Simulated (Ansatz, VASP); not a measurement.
SiC (Moissanite 3C): VASP and Ansatz over several settings

```
Si C
1.0
     0.00000    2.20767    2.20767
     2.20767    0.00000    2.20767
     2.20767    2.20767    0.00000
Si C
1 1
Cartesian
  0.0000 0.0000 0.0000
  3.3115 3.3115 3.3115
```

Change from the starting cell: volume scaled by 1.04.

Single points on this cell with VASP 6.6.1 and Ansatz 0.2.0. Each row is one pair of runs. Alike in all rows: spin: off; k mesh: 10 × 10 × 10; smearing: fermi-dirac, width 0.05 eV; VASP's potentials, cutoff: VASP PAW PBE potentials, release 64 (Si, C), 520 eV.

| level | Ansatz's potentials, cutoff | gap on the k mesh at the Fermi level (eV), VASP | gap on the k mesh at the Fermi level (eV), Ansatz | least direct gap on the mesh (eV), VASP | least direct gap on the mesh (eV), Ansatz | pressure (GPa), VASP | pressure (GPa), Ansatz |
| --- | --- | --- | --- | --- | --- | --- | --- |
| PBE | Ansatz PAW earlier set, 800 eV | 1.39 | 1.39 | 4.50 | 4.50 | -5.0 | -4.9 |
| PBE | PseudoDojo stringent (PBE files), 1116 eV | 1.39 | 1.40 | 4.50 | 4.51 | -5.0 | -4.9 |
| PBE | Ansatz NC, 1116 eV | 1.39 | 1.38 | 4.50 | 4.50 | -5.0 | -4.7 |
| PBE | Ansatz PAW, 420 eV | 1.39 | 1.39 | 4.50 | 4.50 | -5.0 | -4.9 |
| PBE | JTH PAW, 780 eV | 1.39 | 1.40 | 4.50 | 4.53 | -5.0 | -5.4 |

Gap on the k mesh at the fermi level (eV): the two programs differ by at most 0.008; least direct gap on the mesh (eV): the two programs differ by at most 0.028; pressure (GPa): the two programs differ by at most 0.41.
